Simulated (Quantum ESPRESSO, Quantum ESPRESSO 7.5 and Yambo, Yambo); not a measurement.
# A GW chain in Yambo: GaN (F-43m)

How does a plane-wave GW calculation on GaN (F-43m) run from the first input to the gap?

Calculated with Quantum ESPRESSO 7.5 and Yambo 5.3.0; PBE and many-body steps on it, plane waves.

**What was measured.**

- Gap 3.23 eV: absorption onset (direct gap at Gamma) of unexcited film, from imaginary part of dielectric function; spectroscopic ellipsometry (steady-state reference of time-resolved measurement); 300 K; film on 3C-SiC/Si(001) (“Femtosecond pump-probe absorption edge spectroscopy of cubic GaN”, 2022, arxiv:2206.02223).

### Step 1. Starting point

Symmetry: F-43m, No. 216, cubic system. Conventional cell: a = 4.507 Å, b = 4.507 Å, c = 4.507 Å, α = 90.00°, β = 90.00°, γ = 90.00°. Ga has 4 N at 1.95 Å nearest. N has 4 Ga at 1.95 Å nearest. Farther neighbours and most contacts between anions are not listed.

As a file:

```cif
data_structure
_symmetry_space_group_name_H-M 'P 1'
_symmetry_Int_Tables_number 1
_cell_length_a 3.1869
_cell_length_b 3.1869
_cell_length_c 3.1869
_cell_angle_alpha 60.000
_cell_angle_beta 60.000
_cell_angle_gamma 60.000
_cell_volume 22.89
loop_
_atom_site_label
_atom_site_type_symbol
_atom_site_fract_x
_atom_site_fract_y
_atom_site_fract_z
_atom_site_occupancy
Ga1 Ga 0.00000 0.00000 0.00000 1
N2 N 0.75000 0.75000 0.75000 1
```

The cell and positions are those that the Materials Project relaxed with its own functionals (PBE, PBE+U or r2SCAN), kept fixed. This is not the form that GaN usually takes at ambient conditions.

### Step 2. Ground state

This step: Quantum ESPRESSO 7.5; DFT, PBE, plane waves, norm-conserving pseudopotentials.

The ground-state density comes first.

The input, pw.in:

```
&control
  calculation = 'scf'
  prefix = 'x'
  outdir = 'o'
  pseudo_dir = 'pseudo'
/
&system
  ibrav = 0
  nat = 2
  ntyp = 2
  ecutwfc = 104.0
  nbnd = 18
  force_symmorphic = .true.
/
&electrons
  conv_thr = 1e-10
  electron_maxstep = 80
  mixing_beta = 0.5
/
ATOMIC_SPECIES
  Ga 69.723 Ga.upf
  N 14.007 N.upf
CELL_PARAMETERS angstrom
  0.0000000000 2.2535006075 2.2535006075
  2.2535006075 0.0000000000 2.2535006075
  2.2535006075 2.2535006075 0.0000000000
ATOMIC_POSITIONS crystal
  Ga 0.0000000000 0.0000000000 0.0000000000
  N 0.7500000000 0.7500000000 0.7500000000
K_POINTS automatic
  8 8 8 0 0 0
```

Run with:

```bash
$ OMP_NUM_THREADS=1 mpirun -n 4 pw.x -nk 4 -in pw.in > pw.out
```

Output:

```text
Program PWSCF v.7.5 starts

     This program is part of the open-source Quantum ESPRESSO suite
     for quantum simulation of materials; please cite
         "P. Giannozzi et al., J. Phys.:Condens. Matter 21 395502 (2009);
         "P. Giannozzi et al., J. Phys.:Condens. Matter 29 465901 (2017);
         "P. Giannozzi et al., J. Chem. Phys. 152 154105 (2020);
     in publications or presentations arising from this work. More details at
     Message from routine setup:
     using ibrav=0 with symmetry is DISCOURAGED, use correct ibrav instead

     G-vector sticks info

     bravais-lattice index     =            0
     lattice parameter (alat)  =       6.0224  a.u.
     unit-cell volume          =     154.4542 (a.u.)^3
     number of atoms/cell      =            2
     number of atomic types    =            2
     number of electrons       =        26.00
     number of Kohn-Sham states=           18
     kinetic-energy cutoff     =     104.0000  Ry
     charge density cutoff     =     416.0000  Ry
     scf convergence threshold =      1.0E-10
     mixing beta               =       0.5000
     number of iterations used =            8  plain     mixing
     Exchange-correlation= PBE
                           (   1   4   3   4   0   0   0)

     celldm(1)=   6.022427  celldm(2)=   0.000000  celldm(3)=   0.000000
     celldm(4)=   0.000000  celldm(5)=   0.000000  celldm(6)=   0.000000

     crystal axes: (cart. coord. in units of alat)
               a(1) = (   0.000000   0.707107   0.707107 )
               a(2) = (   0.707107   0.000000   0.707107 )
               a(3) = (   0.707107   0.707107   0.000000 )

     reciprocal axes: (cart. coord. in units 2 pi/alat)
               b(1) = ( -0.707107  0.707107  0.707107 )
               b(2) = (  0.707107 -0.707107  0.707107 )
               b(3) = (  0.707107  0.707107 -0.707107 )
     Pseudo is Norm-conserving + core correction, Zval = 21.0
     Generated using ONCVPSP code by D. R. Hamann
     Using radial grid of 1902 points,  6 beta functions with:
     Pseudo is Norm-conserving + core correction, Zval =  5.0
     Generated using ONCVPSP code by D. R. Hamann
     Using radial grid of 1058 points,  4 beta functions with:
     Ga               21.00    69.72300     Ga( 1.00)
     N                 5.00    14.00700     N ( 1.00)

     24 Sym. Ops. (no inversion) found

   Cartesian axes

     site n.     atom                  positions (alat units)
         1        Ga     tau(   1) = (   0.0000000   0.0000000   0.0000000  )
         2        N      tau(   2) = (   1.0606602   1.0606602   1.0606602  )

     number of k points=    29
                       cart. coord. in units 2pi/alat
        k(    1) = (   0.0000000   0.0000000   0.0000000), wk =   0.0039062
        k(    2) = (   0.0883883   0.0883883  -0.0883883), wk =   0.0312500
        k(    3) = (   0.1767767   0.1767767  -0.1767767), wk =   0.0312500
        k(    4) = (   0.2651650   0.2651650  -0.2651650), wk =   0.0312500
        k(    5) = (  -0.3535534  -0.3535534   0.3535534), wk =   0.0156250
        k(    6) = (   0.1767767   0.0000000   0.0000000), wk =   0.0234375
        k(    7) = (   0.2651650   0.0883883  -0.0883883), wk =   0.0937500
        k(    8) = (   0.3535534   0.1767767  -0.1767767), wk =   0.0937500
        k(    9) = (  -0.2651650  -0.4419417   0.4419417), wk =   0.0937500
        k(   10) = (  -0.1767767  -0.3535534   0.3535534), wk =   0.0937500
     [... 17 further rows ...]
        k(   28) = (  -0.7071068   0.1767767  -0.0000000), wk =   0.0468750
        k(   29) = (  -0.7071068   0.3535534   0.0000000), wk =   0.0234375

     Dense  grid:    22219 G-vectors     FFT dimensions: (  40,  40,  40)

     Initial potential from superposition of free atoms

     starting charge      25.9973, renormalised to      26.0000
     Starting wfcs are   17 randomized atomic wfcs +    1 random wfcs

     per-process dynamical memory:    24.2 Mb

     Self-consistent Calculation

     iteration #  1     ecut=   104.00 Ry     beta= 0.50

     total energy              =    -517.30218095 Ry
     estimated scf accuracy    <       0.51778606 Ry

     iteration #  2     ecut=   104.00 Ry     beta= 0.50

     total energy              =    -517.45397122 Ry
     estimated scf accuracy    <       0.10391810 Ry

     iteration #  3     ecut=   104.00 Ry     beta= 0.50

     total energy              =    -517.47172361 Ry
     estimated scf accuracy    <       0.00317001 Ry

     iteration #  4     ecut=   104.00 Ry     beta= 0.50

     total energy              =    -517.47189104 Ry
     estimated scf accuracy    <       0.00022929 Ry

     iteration #  5     ecut=   104.00 Ry     beta= 0.50

     total energy              =    -517.47194267 Ry
     estimated scf accuracy    <       0.00001201 Ry

     iteration #  6     ecut=   104.00 Ry     beta= 0.50

     total energy              =    -517.47194386 Ry
     estimated scf accuracy    <       0.00000521 Ry

     iteration #  7     ecut=   104.00 Ry     beta= 0.50

     total energy              =    -517.47194448 Ry
     estimated scf accuracy    <       0.00000003 Ry

     iteration #  8     ecut=   104.00 Ry     beta= 0.50

     total energy              =    -517.47194449 Ry
     estimated scf accuracy    <       0.00000005 Ry

     iteration #  9     ecut=   104.00 Ry     beta= 0.50

     total energy              =    -517.47194449 Ry
     estimated scf accuracy    <          1.3E-09 Ry

     iteration # 10     ecut=   104.00 Ry     beta= 0.50

     total energy              =    -517.47194449 Ry
     estimated scf accuracy    <          2.1E-10 Ry

     iteration # 11     ecut=   104.00 Ry     beta= 0.50

     End of self-consistent calculation

          k = 0.0000 0.0000 0.0000 (  2733 PWs)   bands (ev):

  -130.4589 -81.1977 -81.1977 -81.1977  -4.2755  -1.8860  -1.8860  -1.8860
    -1.5761  -1.5761  11.6293  11.6293  11.6293  13.3821  21.9917  21.9917
    21.9917  29.2607

          k = 0.0884 0.0884-0.0884 (  2755 PWs)   bands (ev):

  -130.4589 -81.1980 -81.1978 -81.1978  -4.1100  -1.8657  -1.8657  -1.8192
    -1.5777  -1.5777  10.1105  11.4684  11.4684  14.5249  21.2757  22.2265
    22.2265  28.8497

          k = 0.1768 0.1768-0.1768 (  2764 PWs)   bands (ev):

  -130.4589 -81.1984 -81.1979 -81.1979  -3.7464  -1.8263  -1.8263  -1.5708
    -1.5708  -1.5072   7.7858  11.1118  11.1118  15.7170  20.4400  22.4403
    22.4403  27.6520

          k = 0.2652 0.2652-0.2652 (  2776 PWs)   bands (ev):

     [... further k-points ...]

     highest occupied, lowest unoccupied level (ev):    11.6293   13.3821

!    total energy              =    -517.47194449 Ry
     estimated scf accuracy    <          4.6E-12 Ry

     The total energy is the sum of the following terms:
     one-electron contribution =    -389.77875459 Ry
     hartree contribution      =     200.88747372 Ry
     xc contribution           =     -57.95100086 Ry
     ewald contribution        =    -270.62966277 Ry

     convergence has been achieved in  11 iterations

     XML data file, charge density, pseudopotentials, collected wavefunctions

=------------------------------------------------------------------------------=
   JOB DONE.
=------------------------------------------------------------------------------=
```

It took 7.3 s on 4 MPI ranks of Arm Neoverse V1, shared host; peak memory 0.24 GiB; 29 s of CPU time.

Numbers from this step:

- total energy: -7040.5645 eV
- gap: 1.753 eV
- k of the valence top: 0, 0, 0
- k of the conduction bottom: 0, 0, 0
- least direct gap: 1.753 eV

The gap is direct, at Γ.

### Step 3. Bands along the symmetry lines

The cheap functional maps the bands first; the places of the edges decide which points the dearer methods must see.

The input, pw.in:

```
&control
  calculation = 'bands'
  prefix = 'x'
  outdir = 'o'
  pseudo_dir = 'pseudo'
/
&system
  ibrav = 0
  nat = 2
  ntyp = 2
  ecutwfc = 104.0
  nbnd = 19
  force_symmorphic = .true.
/
&electrons
  conv_thr = 1e-9
  electron_maxstep = 80
  diago_full_acc = .true.
  diago_thr_init = 5e-6
/
ATOMIC_SPECIES
  Ga 69.723 Ga.upf
  N 14.007 N.upf
CELL_PARAMETERS angstrom
  0.0000000000 2.2535006075 2.2535006075
  2.2535006075 0.0000000000 2.2535006075
  2.2535006075 2.2535006075 0.0000000000
ATOMIC_POSITIONS crystal
  Ga 0.0000000000 0.0000000000 0.0000000000
  N 0.7500000000 0.7500000000 0.7500000000
K_POINTS crystal
  50
  0.00000000 0.00000000 0.00000000 1
  -0.06250000 -0.06250000 0.00000000 1
  -0.12500000 -0.12500000 0.00000000 1
  -0.18750000 -0.18750000 0.00000000 1
  -0.25000000 -0.25000000 0.00000000 1
  -0.31250000 -0.31250000 0.00000000 1
  -0.37500000 -0.37500000 0.00000000 1
  -0.43750000 -0.43750000 0.00000000 1
  -0.50000000 -0.50000000 0.00000000 1
  -0.48437500 -0.48437500 0.03125000 1
  -0.46875000 -0.46875000 0.06250000 1
  -0.45312500 -0.45312500 0.09375000 1
  -0.43750000 -0.43750000 0.12500000 1
  -0.42187500 -0.42187500 0.15625000 1
  -0.40625000 -0.40625000 0.18750000 1
  -0.39062500 -0.39062500 0.21875000 1
  -0.37500000 -0.37500000 0.25000000 1
  -0.37500000 0.00000000 0.37500000 1
  -0.32812500 0.00000000 0.32812500 1
  -0.28125000 0.00000000 0.28125000 1
  -0.23437500 0.00000000 0.23437500 1
  -0.18750000 0.00000000 0.18750000 1
  -0.14062500 0.00000000 0.14062500 1
  -0.09375000 0.00000000 0.09375000 1
  -0.04687500 0.00000000 0.04687500 1
  0.00000000 0.00000000 0.00000000 1
  0.00000000 0.00000000 0.06250000 1
  0.00000000 0.00000000 0.12500000 1
  0.00000000 0.00000000 0.18750000 1
  0.00000000 0.00000000 0.25000000 1
  0.00000000 0.00000000 0.31250000 1
  0.00000000 0.00000000 0.37500000 1
  0.00000000 0.00000000 0.43750000 1
  0.00000000 0.00000000 0.50000000 1
  -0.06250000 -0.03125000 0.46875000 1
  -0.12500000 -0.06250000 0.43750000 1
  -0.18750000 -0.09375000 0.40625000 1
  -0.25000000 -0.12500000 0.37500000 1
  -0.31250000 -0.15625000 0.34375000 1
  -0.37500000 -0.18750000 0.31250000 1
  -0.43750000 -0.21875000 0.28125000 1
  -0.50000000 -0.25000000 0.25000000 1
  -0.50000000 -0.28125000 0.21875000 1
  -0.50000000 -0.31250000 0.18750000 1
  -0.50000000 -0.34375000 0.15625000 1
  -0.50000000 -0.37500000 0.12500000 1
  -0.50000000 -0.40625000 0.09375000 1
  -0.50000000 -0.43750000 0.06250000 1
  -0.50000000 -0.46875000 0.03125000 1
  -0.50000000 -0.50000000 0.00000000 1
```

Output:

```text
[banner, memory and clock lines left out]
Program PWSCF v.7.5 starts

     Atomic positions and unit cell read from directory:
     o/x.save/

     Message from routine setup:
     using ibrav=0 with symmetry is DISCOURAGED, use correct ibrav instead

     G-vector sticks info

     bravais-lattice index     =            0
     lattice parameter (alat)  =       6.0224  a.u.
     unit-cell volume          =     154.4542 (a.u.)^3
     number of atoms/cell      =            2
     number of atomic types    =            2
     number of electrons       =        26.00
     number of Kohn-Sham states=           19
     kinetic-energy cutoff     =     104.0000  Ry
     charge density cutoff     =     416.0000  Ry
     Exchange-correlation= PBE
                           (   1   4   3   4   0   0   0)

     celldm(1)=   6.022427  celldm(2)=   0.000000  celldm(3)=   0.000000
     celldm(4)=   0.000000  celldm(5)=   0.000000  celldm(6)=   0.000000

     crystal axes: (cart. coord. in units of alat)
               a(1) = (   0.000000   0.707107   0.707107 )
               a(2) = (   0.707107   0.000000   0.707107 )
               a(3) = (   0.707107   0.707107   0.000000 )

     reciprocal axes: (cart. coord. in units 2 pi/alat)
               b(1) = ( -0.707107  0.707107  0.707107 )
               b(2) = (  0.707107 -0.707107  0.707107 )
               b(3) = (  0.707107  0.707107 -0.707107 )
     Pseudo is Norm-conserving + core correction, Zval = 21.0
     Generated using ONCVPSP code by D. R. Hamann
     Using radial grid of 1902 points,  6 beta functions with:
     Pseudo is Norm-conserving + core correction, Zval =  5.0
     Generated using ONCVPSP code by D. R. Hamann
     Using radial grid of 1058 points,  4 beta functions with:
     Ga               21.00    69.72300     Ga( 1.00)
     N                 5.00    14.00700     N ( 1.00)

     24 Sym. Ops. (no inversion) found

   Cartesian axes

     site n.     atom                  positions (alat units)
         1        Ga     tau(   1) = (   0.0000000   0.0000000   0.0000000  )
         2        N      tau(   2) = (   1.0606602   1.0606602   1.0606602  )

     number of k points=    50
                       cart. coord. in units 2pi/alat
        k(    1) = (   0.0000000   0.0000000   0.0000000), wk =   0.0400000
        k(    2) = (   0.0000000   0.0000000  -0.0883883), wk =   0.0400000
        k(    3) = (   0.0000000   0.0000000  -0.1767767), wk =   0.0400000
[...]
[... 38 further rows ...]
        k(   49) = (   0.0441942  -0.0000000  -0.7071068), wk =   0.0400000
        k(   50) = (   0.0000000   0.0000000  -0.7071068), wk =   0.0400000

     Dense  grid:    22219 G-vectors     FFT dimensions: (  40,  40,  40)

     The potential is recalculated from file :
     o/x.save/charge-density

     Starting wfcs are   17 randomized atomic wfcs +    2 random wfcs

     Band Structure Calculation

     End of band structure calculation

          k = 0.0000 0.0000 0.0000 (  2733 PWs)   bands (ev):

  -130.4589 -81.1977 -81.1977 -81.1977  -4.2755  -1.8859  -1.8859  -1.8859
    -1.5760  -1.5760  11.6293  11.6293  11.6293  13.3821  21.9917  21.9917
    21.9917  29.2607  30.4490

          k = 0.0000 0.0000-0.0884 (  2737 PWs)   bands (ev):

  -130.4589 -81.1977 -81.1977 -81.1977  -4.2176  -1.8758  -1.8758  -1.8719
[...]
22.1206  28.4048  29.9115

          k = 0.0000 0.0000-0.1768 (  2750 PWs)   bands (ev):

[...]
22.4817  26.2126  31.3175

          k =-0.0000 0.0000-0.2652 (  2754 PWs)   bands (ev):

[...]
k = 0.0000 0.0000-0.3536 (  2786 PWs)   bands (ev):

[...]
k = 0.0000-0.0000-0.4419 (  2766 PWs)   bands (ev):

[...]
k =-0.0000 0.0000-0.5303 (  2782 PWs)   bands (ev):

[...]
k = 0.0000-0.0000-0.6187 (  2770 PWs)   bands (ev):

[...]
k = 0.5303-0.0000-0.5303 (  2768 PWs)   bands (ev):

[...]
k = 0.0000 0.0000 0.0000 (  2733 PWs)   bands (ev):

[...]
k = 0.1326 0.0000-0.7071 (  2770 PWs)   bands (ev):

[...]
k = 0.0884-0.0000-0.7071 (  2774 PWs)   bands (ev):

[...]
k = 0.0442-0.0000-0.7071 (  2774 PWs)   bands (ev):

[...]
25.4643  25.6236  33.4304

          k = 0.0000 0.0000-0.7071 (  2778 PWs)   bands (ev):

  -130.4588 -81.1991 -81.1984 -81.1984  -3.2483  -1.8059  -1.5864  -1.5864
    -1.5005   0.1493   5.5189   8.9386   8.9386  15.0084  18.3286  23.3382
    25.5941  25.5941  33.3604

     XML data file, pseudopotentials, collected wavefunctions
```

It took 3.2 s on 4 MPI ranks; peak memory 0.2 GiB; 12 s of CPU time.

This step gave:

```yaml
gap: 1.753 eV
k_of_the_valence_top: 0, 0, 0
k_of_the_conduction_bottom: 0, 0, 0
least_direct_gap: 1.753 eV
```

The gap is 1.753 eV, as in the run before at this level.

The electronic bands at the labelled points (eV, zero at the top of the highest filled band):

| point | band 10 | band 11 | band 12 | band 13 | band 14 | band 15 | band 16 | band 17 |
| --- | --- | --- | --- | --- | --- | --- | --- | --- |
| Γ | -13.21 | 0.00 | 0.00 | 0.00 | 1.75 | 10.36 | 10.36 | 10.36 |
| halfway | -13.00 | -3.42 | -1.48 | -1.48 | 4.60 | 7.44 | 11.64 | 12.03 |
| X | -11.48 | -6.11 | -2.69 | -2.69 | 3.38 | 6.70 | 11.71 | 13.96 |
| halfway | -11.40 | -6.02 | -3.33 | -2.55 | 3.97 | 7.14 | 11.58 | 13.60 |
| U | -11.32 | -5.85 | -4.24 | -2.16 | 5.02 | 7.88 | 11.08 | 12.86 |
| jump to K | -11.32 | -5.85 | -4.24 | -2.16 | 5.02 | 7.88 | 11.08 | 12.86 |
| halfway | -12.84 | -4.18 | -2.11 | -0.53 | 5.23 | 8.53 | 9.65 | 11.19 |
| Γ | -13.21 | 0.00 | 0.00 | 0.00 | 1.75 | 10.36 | 10.36 | 10.36 |
| halfway | -13.14 | -3.84 | -0.52 | -0.52 | 4.09 | 8.81 | 10.81 | 10.81 |
| L | -11.92 | -7.02 | -0.96 | -0.96 | 4.67 | 8.73 | 10.40 | 10.40 |
| halfway | -11.60 | -6.39 | -2.99 | -1.76 | 6.65 | 7.03 | 10.11 | 11.73 |
| W | -11.20 | -5.68 | -3.68 | -3.62 | 6.23 | 8.40 | 10.30 | 11.13 |
| halfway | -11.34 | -5.93 | -3.20 | -3.17 | 4.60 | 7.50 | 11.47 | 12.28 |
| X | -11.48 | -6.11 | -2.69 | -2.69 | 3.38 | 6.70 | 11.71 | 13.96 |

The electronic bands as a text plot (rows in eV, shown from -8.0 to 7.8 only):

```
    7.4 |     ++       +++  ++                       + +     ++
    6.8 |       +++++++     ++                        ++       ++
    6.1 |                  +  ++                     +  ++++
    5.5 |                       +                   +       +
    4.8 |     ++         ++                    +++++         +
    4.1 |    +  +++    ++        ++         +++               +
    3.5 |  ++      ++++            ++      +                   ++
    2.8 |                                ++
    2.2 | +                          +  +
    1.5 |+                            ++
    0.9 |
    0.2 |*                         ******
   -0.5 | ***                   ******  *******
   -1.1 |    *              **** **            *******
   -1.8 |  ** ****         *       **    **         * *
   -2.4 |    *    *********     *          *         * **       *
   -3.1 |             **      ** **                   *  *   ***
   -3.7 |     **        *   **              *          ******
   -4.4 |       **       ***    *
   -5.0 |         *           **             **
   -5.7 |          **  *******                 *        *******
   -6.4 |            **                              ***       **
   -7.0 |                                       *****
   -7.7 |
         Γ           X  U|K            Γ         L        W     X
```

[end of part 1 of 2]

[Paths, hosts, dates, memory and timing lines, banners, echoed tables and standing remarks are left out of the program output.]

[Logs are printed without paths, hosts, clocks, repeated set-up lines and the standing remarks that a program may print on its own settings, such as how far it seeks lower states.]

[Runs of the session that timed out or met a known fault of the program may be left out.]

[Hosts, paths, dates, database ids (printed as entryN), source tags and the programs' standing remarks are cut or masked in the printed files.]
